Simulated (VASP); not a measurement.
Input of a VASP 6.6.1 run:

INCAR

```
SYSTEM = CrO2
  PREC = Accurate
  ENCUT = 520
  EDIFF = 1E-7
  ISMEAR = 0
  SIGMA = 0.05
  LREAL = .False.
  LASPH = .True.
  NELM = 120
  ALGO = Normal
  ISIF = 2
  LWAVE = .False.
  LCHARG = .False.
  ISPIN = 2
  MAGMOM = 0 0 0
  LORBIT = 11
  LMAXMIX = 4
  LDAU = .True.
  LDAUTYPE = 2
  LDAUL = 2 -1
  LDAUU = 5 0
  LDAUJ = 0 0
  LDAUPRINT = 1
  METAGGA = R2SCAN
  LMIXTAU = .True.
  NBANDS = 23
```

KPOINTS

```
regular mesh
0
Gamma
  8 8 4
  0 0 0
```

POSCAR

```
CrO2
1.0
    2.7798784700      0.0000000000      0.0000000000
   -1.3899392400      2.4074453800      0.0000000000
    0.0000000000      0.0000000000      4.4845209400
Cr O
1 2
Direct
    0.0000000000      0.0000000000      0.0000000000
    0.3333333333      0.6666666667      0.2520000000
    0.6666666667      0.3333333333      0.7480000000
```

Potentials or basis: VASP PAW PBE potentials, release 64 (Cr_pv, O).

Run with:

```sh
$ cat potpaw_PBE.64/Cr_pv/POTCAR potpaw_PBE.64/O/POTCAR > POTCAR
$ mpirun -np 1 vasp_std > vasp.out
```

Predict the site moments.

Cr +0.04; O -0.00 μB.

Predict the net moment.

0.03 μB per cell.

Eigenvalues of the final occupation matrices:
```
    site  spin  trace               eigenvalues
site 1 d     1   2.00  0.14 0.32 0.32 0.61 0.61
site 1 d     2   1.96  0.14 0.32 0.32 0.59 0.59
```
